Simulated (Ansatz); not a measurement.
**NaH (zincblende): gap against strain (uniaxial along z, other directions held)**

NaH built on the zincblende prototype, relaxed with r2SCAN in Ansatz, then strained (uniaxial along z, other directions held; changes of length per length, axes as in the cell below) with the atoms relaxed again within the symmetry that is left. The symmetry is F-43m (No. 216, cubic); conventional cell a = 5.194 Å, 17.51 Å³ an atom. Na is surrounded by 4 H at 2.25 Å; H is surrounded by 4 Na at 2.25 Å. Simulation only: spin-unpolarised, and no claim that this is the phase found in nature.

```
Na H
1.0
     0.00000    2.59692    2.59692
     2.59692    0.00000    2.59692
     2.59692    2.59692    0.00000
Na H
1 1
Direct
  0.00000 0.00000 0.00000
  0.25000 0.25000 0.25000
```

Gaps are the least over each mesh (PBE 8×8×8, r2SCAN 8×8×8 when unstrained) and the special points, which keep their unstrained names; stress is the change from the unstrained cell, compression positive.

| strain (%) | gap, PBE (eV) | gap, r2SCAN (eV) | edges, r2SCAN | stress along the strain, r2SCAN (GPa) | energy rise, r2SCAN (meV/atom) |
| --- | --- | --- | --- | --- | --- |
| -5.09 | 3.588 | 4.025 | (0.388, -1/2, -0.112) → L | +1.04 | 2.9 |
| -1.61 | 3.614 | 4.051 | (0.286, -1/2, -0.214) → L | +0.34 | 0.3 |
| -0.84 | 3.616 | 4.052 | W → L | +0.18 | 0.1 |
| -0.47 | 3.615 | 4.051 | W → L | +0.10 | 0.0 |
| 0.0 | 3.613 | 4.049 | W → L | 0.00 | 0.0 |
| +4.0 | 3.544 | 3.975 | W → L | -0.85 | 1.9 |

Between zero and the nearest strains the slope of the r2SCAN gap against strain is -0.004 eV per percent for negative and -0.019 for positive strain.

Where an edge lies off the special points, it is a point of the mesh or the k point where a search put PBE's edge or least direct gap, reused for the other functionals, whose own edges may lie a little apart.

Coordinates of k points refer to the reciprocal vectors of the primitive cell of the runs.
